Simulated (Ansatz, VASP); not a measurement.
# One calculation of TiAl, two programs

```xyz
2
Lattice="2.8810 0.0000 0.0000 -1.4405 2.4950 0.0000 0.0000 0.0000 4.6485" Properties=species:S:1:pos:R:3 pbc="T T T"
Ti    0.0000    0.0000    0.0000
Al    0.0000    1.6633    2.3243
```

Alike in both runs: functional PBE; k mesh 18 × 18 × 10; occupations gaussian, width 0.1 eV; no spin polarisation.

Ansatz relaxed the structure, and its values are those at the end. VASP's run is a single point on that final structure, the one shown.

|  | VASP | Ansatz |
| --- | --- | --- |
| version | VASP 6.6.1 | Ansatz 0.2.0 |
| potentials or method | VASP PAW PBE potentials, release 64 (Ti_sv, Al) | scalar-relativistic, plane waves, PAW |
| plane-wave cutoff (eV) | 520 | 420 |
| valence electrons in the cell | 15 | 15 |

|  | VASP | Ansatz | Ansatz less VASP |
| --- | --- | --- | --- |
| gap on the k mesh at the Fermi level (eV) | none | none | - |
| pressure (GPa) | 0.0 | 0.0 | +0.03 |

A gap of «none» marks a metal or a gap that the smearing closes. With one functional, cell and mesh, what is left measures potentials, basis and numerics.
